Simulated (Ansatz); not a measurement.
# CoO (I4/mmm) in Ansatz: notebook

Runs on CoO. Level: PBE. Tasks: single point.

Everything below comes from runs of Ansatz 0.2.0. Logs are shortened: lines on timing, memory, paths and dates and some standing lists are left out, and cuts for length are marked.

**1. The crystal as given**

Symmetry: I4/mmm, No. 139, tetragonal system. The conventional cell has a = 3.016 Å, b = 3.016 Å, c = 4.215 Å, α = 90.00°, β = 90.00°, γ = 90.00°. Co (site symmetry 4/mmm) has 6 O at 2.11 to 2.13 Å as nearest neighbours. O (site symmetry 4/mmm) has 6 Co at 2.11 to 2.13 Å as nearest neighbours.

**2. Single point, PBE, collinear spin, ferromagnetic start**

Contents of input.yaml:

```yaml
crystal:
  lattice:
    - [-1.50800044, 1.50800044, 2.10725036]
    - [1.50800044, -1.50800044, 2.10725036]
    - [1.50800044, 1.50800044, -2.10725036]
  atoms:
    - { symbol: Co, position: [0.0, 0.0, 0.0], spin: 2.0 }
    - { symbol: O, position: [0.5, 0.5, 0.0] }
hamiltonian:
  xc: pbe
  pseudopotentials: { kind: paw }
magnetization:
  spin_polarized: true
  initial_magnetization: 2.0
  spin_locking: { lock_magnetization: hard }
kpoints:
  mp_grid: { grid: [10, 10, 10] }
scf:
  occupations: { method: fermi_dirac, width: 0.05 }
  lower_state_search: "off"
output:
  forces: true
  stress: true
  eigenvalues: true
```

Potentials or basis: Ansatz PAW.

Command:

```sh
$ ansatz run input.yaml --threads 2 --pin off --max-ram 5632MiB --backend cpu --events-out ev --progress --plain --runs-dir out
```

Standard output:

```text
Warning: output.stress: scf.convergence.dr2_threshold = 1e-7 eV (the SCF's general default) is looser than the 2e-10 eV advised for a printed stress (1e-10 eV for each atom of the cell: 2). What an SCF threshold leaves in a stress goes as its square root, and in the free energy as the threshold itself, and one threshold admits the most on a small cell: of the crystals measured, under no hybrid functional and no lock of the moments, on runs that ended without the residual-converged pass, on stresses that held no estimate of that error, the worst erred by over 100 MPa in a component at 1e-7 eV an atom and by under 5 at 1e-10. Set scf.convergence.dr2_threshold to 2e-10 eV or tighter. The threshold is an SCF's pass mark: one that does not reach it within its budget of iterations ends unconverged, or closes short of it on a stop that the run arms, and scf.convergence.dr2_threshold's page says what that costs each kind of run
Warning: RAYON_NUM_THREADS=2 ignored (pool sized by the plan → 2); use --threads N
Engine: ansatz 0.2.0, aarch64-unknown-linux-gnu
Pseudopotentials: kind: paw
Pseudopotential: Co, paw, valence charge 17, recommended cutoff 420 eV (normal), Co.paw.azcp
Pseudopotential: O, paw, valence charge 6, recommended cutoff 420 eV (normal), O.paw.azcp
Functional definition: PBE
  parameter kappa = 0.804
  parameter beta = 0.06672455060314922
  exchange = pbe_x(kappa = kappa, mu = beta*pi^2/3)
  correlation = pbe_c(beta = beta)
Crystal: 2 atoms, lattice volume = 19.168 Å³
Basis set: ecut = 420 eV, 339 PW (Γ), exchange–correlation on 48×48×48 points (8 copies of the dense FFT grid, shifted against one another)
Bands: 17, of which v1, the nominal top of the filled ones, is band 12 counted from 1 (11 counted from 0)
Symmetry: 16 space group operations
Space group: I4/mmm (ITA 139), of the structure as read, at distance tolerance 2.7e-5 Å
Magnetic group: BNS 139.531 (UNI 1191), of the structure as read, at distance tolerance 2.7e-5 Å
k-points: 102 of 1000
Non-local potential: Co, projectors of the file, l = 0: 3, l = 1: 2, l = 2: 3, l = 3: 1
Non-local potential: O, projectors of the file, l = 0: 2, l = 1: 2, l = 2: 1
PAW form: soft (Blöchl's): semilocal exchange-correlation on the pseudo side does not see the compensation charge
PAW one-centre angular grid: Co, 590 points (default); XC on 64 Gauss nodes
PAW one-centre angular grid: O, 110 points (default); XC on 64 Gauss nodes
Initial density: superposition of atomic densities (chi_scale 0.1, normalization cell, long waves kept (reshape's long-wave potential 0.00 eV rms))
Starting moments: Σ|m| = 2 μB on 1 of 2 sites
Initial wavefunctions: pseudopotential atomic-orbital guess
Functional: x = pbe(κ = 0.804, μ = 0.2195149727645171), c = pbe(β = 0.06672455060314922)
SCF iter   1: F=—  HF=-5694.956530 eV  |F-HF|=—  |Δ(HF+E_count)|=         —  Δρ=2.84e-1 (↑1.49e-1 ↓2.84e-1)  dr2=2.86e1  dr2_m=8.97e-1  M=2.000 μB ∫|m|=2.000 μB  β_m=0.30  ethr=3.10e-3  ⟨swp⟩=5.7  Hψ=15188  notcnv=0
preconditioner: auto → none  [metal: Δε(μ)=0.001 eV  Ē_g=12.891 eV  σ=0.050 eV  W_gap=0.01  n_scr=8 (ndim 8)  ℏωp=32.8 eV  f_vac=0.000  D(μ)=3.43/eV (n_scr^D=58)  sad-step TF]
SCF iter   2: F=—  HF=-5692.019276 eV  |F-HF|=—  |Δ(HF+E_count)|=    2.94e0  Δρ=8.21e-2 (↑4.13e-2 ↓8.21e-2)  dr2=8.34e-1  dr2_m=1.33e-1  M=2.000 μB ∫|m|=2.001 μB  β_m=0.28  ethr=3.10e-3  ⟨swp⟩=3.0  Hψ=9370  notcnv=0  defer=88
SCF iter   3: F=—  HF=-5691.877908 eV  |F-HF|=—  |Δ(HF+E_count)|=   1.41e-1  Δρ=5.31e-2 (↑2.21e-2 ↓5.31e-2)  dr2=2.15e-1  dr2_m=8.58e-2  M=2.000 μB ∫|m|=2.001 μB  β_m=0.60  ethr=3.10e-3  ⟨swp⟩=2.7  Hψ=6921  notcnv=0  defer=36
SCF iter   4: F=—  HF=-5692.004686 eV  |F-HF|=—  |Δ(HF+E_count)|=   1.27e-1  Δρ=1.82e-2 (↑5.05e-3 ↓1.82e-2)  dr2=5.44e-2  dr2_m=9.31e-3  M=2.000 μB ∫|m|=2.007 μB  β_m=0.73  ethr=9.35e-4  ⟨swp⟩=2.3  Hψ=8296  notcnv=0  defer=38
SCF iter   5: F=—  HF=-5692.018461 eV  |F-HF|=—  |Δ(HF+E_count)|=   1.38e-2  Δρ=6.40e-3 (↑1.99e-3 ↓6.40e-3)  dr2=4.38e-3  dr2_m=2.38e-3  M=2.000 μB ∫|m|=2.009 μB  β_m=0.73  ethr=2.36e-4  ⟨swp⟩=2.0  Hψ=4417  notcnv=0  defer=38
SCF iter   6: F=—  HF=-5692.019321 eV  |F-HF|=—  |Δ(HF+E_count)|=   8.60e-4  Δρ=2.81e-3 (↑2.08e-3 ↓2.81e-3)  dr2=8.37e-4  dr2_m=8.03e-4  M=2.000 μB ∫|m|=2.009 μB  β_m=0.74  ethr=1.90e-5  ⟨swp⟩=2.5  Hψ=6393  notcnv=0  defer=38
SCF iter   7: F=—  HF=-5692.019428 eV  |F-HF|=—  |Δ(HF+E_count)|=   1.07e-4  Δρ=1.58e-3 (↑1.58e-3 ↓9.02e-4)  dr2=1.96e-4  dr2_m=2.19e-4  M=2.000 μB ∫|m|=2.008 μB  β_m=0.87  ethr=3.64e-6  ⟨swp⟩=2.0  Hψ=5389  notcnv=0  defer=38
SCF iter   8: F=—  HF=-5692.019511 eV  |F-HF|=—  |Δ(HF+E_count)|=   8.35e-5  Δρ=6.36e-4 (↑4.00e-4 ↓6.36e-4)  dr2=9.39e-5  dr2_m=4.34e-6  M=2.000 μB ∫|m|=2.008 μB  β_m=0.72  ethr=8.52e-7  ⟨swp⟩=2.2  Hψ=5499  notcnv=0  defer=38
SCF iter   9: F=—  HF=-5692.019485 eV  |F-HF|=—  |Δ(HF+E_count)|=   2.66e-5  Δρ=2.25e-4 (↑8.59e-5 ↓2.25e-4)  dr2=2.33e-6  dr2_m=2.86e-6  M=2.000 μB ∫|m|=2.008 μB  β_m=0.86  ethr=4.08e-7  ⟨swp⟩=2.6  Hψ=5340  notcnv=0  defer=38
SCF iter  10: F=—  HF=-5692.019487 eV  |F-HF|=—  |Δ(HF+E_count)|=   1.87e-6  Δρ=1.60e-4 (↑1.96e-5 ↓1.60e-4)  dr2=1.20e-6  dr2_m=9.95e-7  M=2.000 μB ∫|m|=2.008 μB  β_m=0.93  ethr=1.01e-8  ⟨swp⟩=2.4  Hψ=5336  notcnv=0  defer=38
SCF iter  11: F=—  HF=-5692.019487 eV  |F-HF|=—  |Δ(HF+E_count)|=   1.10e-7  Δρ=5.32e-5 (↑9.48e-6 ↓5.32e-5)  dr2=1.24e-7  dr2_m=1.23e-7  M=2.000 μB ∫|m|=2.008 μB  β_m=0.96  ethr=5.23e-9  ⟨swp⟩=1.6  Hψ=4679  notcnv=0  defer=38
iter 12 met the thresholds in force, and the SCF goes on: an eigenvalue changes by 0.63 meV, over its tolerance of 0.50 meV (output.eigenvalues, Limitations)
SCF iter  12: F=-5692.019487 eV  HF=-5692.019487 eV  |F-HF|=1.35e-8  |Δ(HF+E_count)|=   3.68e-8  Δρ=8.47e-6 (↑5.15e-6 ↓8.47e-6)  dr2=1.36e-8  dr2_m=2.21e-9  M=2.000 μB ∫|m|=2.008 μB  β_m=0.94  ethr=4.35e-10  ⟨swp⟩=5.4  Hψ=14873  notcnv=0
SCF iter  13: F=-5692.019487 eV  HF=-5692.019487 eV  |F-HF|=8.06e-9  |Δ(HF+E_count)|=  3.99e-10  Δρ=4.81e-6 (↑3.50e-6 ↓4.81e-6)  dr2=8.55e-9  dr2_m=1.82e-10  M=2.000 μB ∫|m|=2.008 μB  ethr=5.90e-11  ⟨swp⟩=1.5  Hψ=10317  notcnv=0
SCF 1 converged in 13 iterations: F = -5692.019487 eV  dr2 = 8.55e-9
SCF converged after 13 iterations
Stability checked in part: among states of this total moment the steps that led to this state did not find it unstable. No probe was made; neither looks for a lower state of another moment (fixed_total_moment; see scf.lower_state_search)
an eigenvalue changed by more than its tolerance at an iteration that met the thresholds in force, so the SCF went on 1 time: the last check found none over its tolerance
Magnetization: 2.0000 μB (12.5000 up, 10.5000 down)
Absolute magnetization: 2.0078 μB (∫|ρ↑−ρ↓|, with the PAW one-centre terms)
Spin contamination: 0.0274 ħ² per cell (⟨S²⟩ above its minimum at these occupations)
Per-site moments (μB) at R_I (Å): [(1.8117621296831605, 0.8692407735000001), (0.08183339573414132, 0.8692407735000001)]
Free energy (F): -5692.019487 eV
Harris-Foulkes:  -5692.019487 eV  (|F-HF|=8.06e-9)
Internal energy: -5691.980634 eV  (E = F + TS)
E sigma→0 (E₀):  -5692.000060 eV
Entropy (-TS):   -0.038853 eV (-19.426 meV/atom)
Fermi energy:    13.862916 (↑ 13.662680, ↓ 14.063153) eV
--- Per-component energies (eV) ---
  E_band       = -298.752340
  E_kinetic    = 618.514771
  E_local      = -3426.450270  (includes V_loc(G=0)·N_el)
  E_nonlocal   = 514.737527
  E_hartree    = 1409.337639
  E_xc         = -228.673598
  E_vxc        = -293.879414  (∫ρ·V_xc dr)
  E_paw        = -1677.459606  (= ΣΔE_a)
  E_vpaw       = -530.357435  (= ΣTr[D̂ρ^β])
  E_aug_tail   = 0.002489  (compensation charges beyond the density's cutoff)
  E_ewald      = -2901.989586
  E_smearing   = -0.038853  (= −TS)
  E_closure    = -0.000000  (closes the sum)
  Σ components = -5692.019487   (vs F -5692.019487, Δ=0.00e0)
--- Forces (eV/Å), atoms counted from 1 ---
  atom   1  Co     0.00000000     0.00000000     0.00000000
  atom   2  O      0.00000000     0.00000000     0.00000000
  max |Σ_I F_I| component: 4.56e-31 eV/Å
--- Stress (GPa, compression-positive) ---
       -7.810761      -0.000000       0.000000
       -0.000000      -7.810761       0.000000
        0.000000      -0.000000      -6.945937
  P = ⅓ Tr σ = -7.5225 GPa (-75.225 kbar)
--- Band table (eV; the first three rows and the last of 204) ---
  k-point 0 ↑: bands = ["-82.0997", "-45.4277", "-45.3597", "-45.3597", "-6.4012", "10.6676", "10.7089", "10.7089", "11.3174", "11.3190", "11.5213", "11.5213", "11.6346", "15.0400", "30.8188", "32.2417", "32.2417"]
  k-point 1 ↑: bands = ["-82.0993", "-45.4292", "-45.3633", "-45.3611", "-6.2673", "9.2743", "10.2989", "10.3567", "11.3529", "11.4288", "11.9228", "12.0186", "12.1891", "15.9628", "29.1891", "31.2463", "31.3306"]
  k-point 2 ↑: bands = ["-82.0980", "-45.4331", "-45.3727", "-45.3646", "-5.9256", "7.8380", "9.8448", "9.9126", "11.1900", "11.4435", "12.4227", "12.5067", "12.6113", "17.8975", "27.6579", "28.3225", "30.1055"]
  k-point 101 ↓: bands = ["-79.8425", "-43.2453", "-43.1810", "-43.1810", "-4.9404", "7.2214", "9.6375", "9.6375", "11.7275", "14.1238", "14.1238", "14.5722", "14.9492", "20.6862", "24.0957", "26.2521", "30.1193"]
```

Wall time 4.2 s (2 threads of Arm Neoverse V1, shared host); peak memory 0.32 GiB.

What came out:

```
Free energy     : -5692.0195 eV
Pressure        : -7.5 GPa
Net moment      : 2.00 μB per cell
Absolute moment : 2.01 μB per cell
Site moments    : Co +1.81; O +0.08 μB
```

Stress tensor (GPa, compression positive):
```
-7.81  0.00  0.00
 0.00 -7.81  0.00
 0.00  0.00 -6.95
```

Caveat: the pressure holds a Pulay correction of +0.7 GPa for the finite cutoff; the total moment is fixed, so each spin has its own Fermi level; a cell with one magnetic atom can't hold antiferromagnetic order, which such compounds often take; the thresholds are loose for stress.

**3. Single point, PBE, collinear spin, ferromagnetic start**

input.yaml: that of step 2 with these lines changed.

```diff
@@ -6,3 +6,3 @@
   atoms:
-    - { symbol: Co, position: [0.0, 0.0, 0.0], spin: 2.0 }
+    - { symbol: Co, position: [0.0, 0.0, 0.0], spin: 2.5 }
     - { symbol: O, position: [0.5, 0.5, 0.0] }
@@ -13,3 +13,3 @@
   spin_polarized: true
-  initial_magnetization: 2.0
+  initial_magnetization: 2.5
   spin_locking: { lock_magnetization: hard }
```

Potentials or basis: Ansatz PAW.

Command:

```sh
$ ansatz run input.yaml --threads 2 --pin off --max-ram 5632MiB --backend cpu --events-out ev --progress --plain --runs-dir out
```

Standard output:

```text
Warning: output.stress: scf.convergence.dr2_threshold = 1e-7 eV (the SCF's general default) is looser than the 2e-10 eV advised for a printed stress (1e-10 eV for each atom of the cell: 2). What an SCF threshold leaves in a stress goes as its square root, and in the free energy as the threshold itself, and one threshold admits the most on a small cell: of the crystals measured, under no hybrid functional and no lock of the moments, on runs that ended without the residual-converged pass, on stresses that held no estimate of that error, the worst erred by over 100 MPa in a component at 1e-7 eV an atom and by under 5 at 1e-10. Set scf.convergence.dr2_threshold to 2e-10 eV or tighter. The threshold is an SCF's pass mark: one that does not reach it within its budget of iterations ends unconverged, or closes short of it on a stop that the run arms, and scf.convergence.dr2_threshold's page says what that costs each kind of run
Warning: RAYON_NUM_THREADS=2 ignored (pool sized by the plan → 2); use --threads N
[... 9 set-up lines as earlier in the session ...]
Crystal: 2 atoms, lattice volume = 19.168 Å³
Basis set: ecut = 420 eV, 339 PW (Γ), exchange–correlation on 48×48×48 points (8 copies of the dense FFT grid, shifted against one another)
Bands: 17, of which v1, the nominal top of the filled ones, is band 12 counted from 1 (11 counted from 0)
[... 2 set-up lines as earlier in the session ...]
Magnetic group: BNS 139.531 (UNI 1191), of the structure as read, at distance tolerance 2.7e-5 Å
k-points: 102 of 1000
[... 6 set-up lines as earlier in the session ...]
Starting moments: Σ|m| = 2.5 μB on 1 of 2 sites
[... 2 set-up lines as earlier in the session ...]
[... 12 lines left out ...]
SCF iter  12: F=-5692.090967 eV  HF=-5692.090967 eV  |F-HF|=4.36e-8  |Δ(HF+E_count)|=   5.81e-8  Δρ=1.28e-5 (↑8.12e-6 ↓1.28e-5)  dr2=4.24e-8  dr2_m=2.70e-9  M=2.500 μB ∫|m|=2.510 μB  ethr=4.35e-10  ⟨swp⟩=5.0  Hψ=14595  notcnv=0
SCF 1 converged in 12 iterations: F = -5692.090967 eV  dr2 = 4.24e-8
SCF converged after 12 iterations
Stability checked in part: among states of this total moment the steps that led to this state did not find it unstable. No probe was made; neither looks for a lower state of another moment (fixed_total_moment; see scf.lower_state_search)
Magnetization: 2.5000 μB (12.7500 up, 10.2500 down)
Absolute magnetization: 2.5104 μB (∫|ρ↑−ρ↓|, with the PAW one-centre terms)
Spin contamination: 0.0171 ħ² per cell (⟨S²⟩ above its minimum at these occupations)
Per-site moments (μB) at R_I (Å): [(2.186293984430077, 0.8692407735000001), (0.19579725847644647, 0.8692407735000001)]
Free energy (F): -5692.090967 eV
Harris-Foulkes:  -5692.090967 eV  (|F-HF|=4.36e-8)
Internal energy: -5692.050703 eV  (E = F + TS)
E sigma→0 (E₀):  -5692.070835 eV
Entropy (-TS):   -0.040264 eV (-20.132 meV/atom)
Fermi energy:    13.975634 (↑ 13.879435, ↓ 14.071833) eV
--- Per-component energies (eV) ---
  E_band       = -300.458662
  E_kinetic    = 618.140882
  E_local      = -3424.027206  (includes V_loc(G=0)·N_el)
  E_nonlocal   = 514.492257
  E_hartree    = 1407.245981
  E_xc         = -228.696067
  E_vxc        = -293.912729  (∫ρ·V_xc dr)
  E_paw        = -1677.219444  (= ΣΔE_a)
  E_vpaw       = -529.657104  (= ΣTr[D̂ρ^β])
  E_aug_tail   = 0.002480  (compensation charges beyond the density's cutoff)
  E_ewald      = -2901.989586
  E_smearing   = -0.040264  (= −TS)
  E_closure    = 0.000000  (closes the sum)
  Σ components = -5692.090967   (vs F -5692.090967, Δ=0.00e0)
--- Forces (eV/Å), atoms counted from 1 ---
  atom   1  Co     0.00000000     0.00000000     0.00000000
  atom   2  O      0.00000000     0.00000000     0.00000000
  max |Σ_I F_I| component: 3.55e-30 eV/Å
--- Stress (GPa, compression-positive) ---
       -3.683252      -0.000000       0.000000
       -0.000000      -3.683252       0.000000
       -0.000000      -0.000000      -3.596930
  P = ⅓ Tr σ = -3.6545 GPa (-36.545 kbar)
--- Band table (eV; the first three rows and the last of 204) ---
  k-point 0 ↑: bands = ["-82.4905", "-45.8131", "-45.7385", "-45.7385", "-6.3355", "10.7484", "10.7879", "10.7879", "11.0146", "11.0161", "11.1950", "11.1950", "11.3138", "15.0189", "30.8104", "32.1675", "32.1675"]
  k-point 1 ↑: bands = ["-82.4901", "-45.8146", "-45.7420", "-45.7398", "-6.2006", "9.2343", "10.2970", "10.3605", "11.0484", "11.1067", "11.6733", "11.7675", "11.9920", "15.9529", "29.1394", "31.1800", "31.2608"]
  k-point 2 ↑: bands = ["-82.4888", "-45.8184", "-45.7512", "-45.7433", "-5.8563", "7.8114", "9.8440", "9.9141", "10.8786", "11.1365", "12.1578", "12.2442", "12.3912", "17.8890", "27.5845", "28.2475", "30.0515"]
  k-point 101 ↓: bands = ["-79.7828", "-43.1915", "-43.1199", "-43.1199", "-4.6738", "7.3844", "9.8747", "9.8747", "11.7641", "14.1768", "14.1768", "14.6416", "15.0244", "20.7205", "24.2432", "26.2625", "30.2154"]
```

It took 3.6 s on 2 threads of Arm Neoverse V1, shared host; peak memory 0.31 GiB.

Results:

```yaml
Free_energy: -5692.0910 eV
Pressure: -3.7 GPa
Net_moment: 2.50 μB per cell
Absolute_moment: 2.51 μB per cell
Site_moments: Co +2.19; O +0.20 μB
```

Caveat: the pressure holds a Pulay correction of +0.7 GPa for the finite cutoff; the total moment is fixed, so each spin has its own Fermi level; a cell with one magnetic atom can't hold antiferromagnetic order, which such compounds often take; the thresholds are loose for stress.
